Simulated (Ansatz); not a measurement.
Fe, DFT, PBE, all-electron PAW with datasets made for the crystal, scalar-relativistic (Ansatz 0.2.0), run on 1 thread of Arm Neoverse V1 on a shared host.

Structure from Materials Project entry mp-150 (possibly hypothetical), not relaxed further. The listed cell was then made from it by scaling, straining or moving an atom.

Command: `ansatz run input.yaml --threads 1 --pin off --max-ram 3072MiB --backend cpu --events-out ev --progress --plain --runs-dir out`

```yaml
crystal:
  lattice:
    - [0.0, 1.7922814184, 1.9008866086]
    - [1.7922814184, 0.0, 1.9008866086]
    - [1.7922814184, 1.7922814184, 0.0]
  atoms:
    - { symbol: Fe, position: [0.0, 0.0, 0.0], spin: 3.0 }
magnetization:
  spin_polarized: true
kpoints:
  mp_grid: { grid: [17, 17, 17] }
scf:
  occupations: { method: fermi_dirac, width: 0.03 }
hamiltonian:
  xc: pbe
  pseudopotentials: { kind: all_electron, datasets: crystal }
output:
  forces: true
  stress: true
  eigenvalues: true
  efg: { contact_densities: true }
```

(1) How large is the problem that the program sets up?

(2) Estimate the wall time.

(3) And the same cell and mesh by all-electron LAPW, asked for forces, stress, eigenvalues, on the same hardware?

(4) And the same cell and mesh by frozen-core PAW, asked for forces, stress, eigenvalues, efg, on the same hardware?

Results:

(1) 405 irreducible k-points, 145 plane waves at Γ, 14 bands.

(2) 80 s of wall time for 10 SCF iterations. Times on shared machines scatter by tens of per cent.

(3) 91 s.

(4) 46 s.
